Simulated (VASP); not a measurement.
Write the native input for VASP 6.6.1 that does the following.

* Task: relaxation of cell and atoms
* Functional: r2SCAN
* Dispersion: rVV10
* Potentials or basis: VASP PAW PBE potentials, release 64 (Nb_sv)
* Cutoff: 600 eV
* k mesh: 18 × 18 × 10
* Occupations: gaussian, width 0.1 eV
* Spin: no spin polarisation
* Further INCAR settings: ALGO = Normal; EDIFF = 1e-07; IBRION = 2; EDIFFG = -0.005; NSW = 90; ISIF = 3

The structure of Nb lies in POSCAR:

```
Nb
1.0
    2.9416827500      0.0000000000      0.0000000000
   -1.4708413800      2.5475719900      0.0000000000
    0.0000000000      0.0000000000      4.8037679400
Nb
2
Direct
    0.3333333300      0.6666666700      0.2500000000
    0.6666666700      0.3333333300      0.7500000000
```

This isn't the form of Nb at room conditions, which is bcc.

These files were run (other wordings do the same):

INCAR

```
SYSTEM = Nb
PREC = Accurate
ENCUT = 600
EDIFF = 1E-7
ISMEAR = 0
SIGMA = 0.1
LREAL = .False.
LASPH = .True.
NELM = 80
ALGO = Normal
ISIF = 3
LWAVE = .False.
LCHARG = .False.
METAGGA = R2SCAN
LMIXTAU = .True.
LUSE_VDW = .True.
IVDW_NL = 2
BPARAM = 11.95
CPARAM = 0.0093
IBRION = 2
NSW = 90
EDIFFG = -0.005
```

KPOINTS

```
Automatic mesh
0
Gamma
  18 18 10
  0 0 0
```

Potentials or basis: VASP PAW PBE potentials, release 64 (Nb_sv).

Launch:

```bash
$ cat potpaw_PBE.64/Nb_sv/POTCAR > POTCAR
$ mpirun -np 1 vasp_std > vasp.out
```

It gave:

```
Relaxed volume                         : 18.41 Å³/atom
Relaxed cell                           : a = 2.853 Å, b = 2.853 Å, c = 5.223 Å, α = 90.00°, β = 90.00°, γ = 120.00°
Space group after relaxing (to 0.05 Å) : P6_3/mmc (No. 194)
Energy gained by relaxing              : 69.2 meV/atom
Ionic steps                            : 9
Pressure after relaxing                : 0.0 GPa
Band gap on the k mesh                 : none (metal or under the smearing width)
```

Caveat: the PAW data sets were made with another functional, which shifts forces and pressure a little.

Run time: 28 min on 1 thread of Intel(R) Xeon(R) 6975P-C (Granite Rapids) (shared host), peak memory 0.39 GiB.
